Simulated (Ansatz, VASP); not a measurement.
# Two plane-wave programs on KI

```
K I
1.0
     4.20335    0.00000    0.00000
     0.00000    4.20335    0.00000
     0.00000    0.00000    4.20335
K I
1 1
Cartesian
  0.0000 0.0000 0.0000
  2.1017 2.1017 2.1017
```

Alike in both runs: task single point; functional r2SCAN; k mesh 6 × 6 × 6; no spin polarisation.

|  | VASP | Ansatz |
| --- | --- | --- |
| version | VASP 6.6.1 | Ansatz 0.2.0 |
| potentials or method | VASP PAW PBE potentials, release 64 (K_sv, I) | plane waves, PAW |
| plane-wave cutoff (eV) | 520 | 500 |
| occupations | gaussian, width 0.01 eV | fixed |
| valence electrons in the cell | 16 | 26 |

```tsv
	VASP	Ansatz	Ansatz less VASP
gap on the k mesh at the Fermi level (eV)	4.23	4.23	+0.001
pressure (GPa)	1.1	1.1	+0.01
```

The two sets of potentials don't hold the same shells in valence.

Caveats: the PAW data sets were made with another functional, which shifts forces and pressure a little (VASP); spin-orbit coupling is left out, which moves the levels of the heavy elements. A k mesh can miss the band edges. r2SCAN opens gaps a little over a GGA but as a rule still falls short of measured ones.
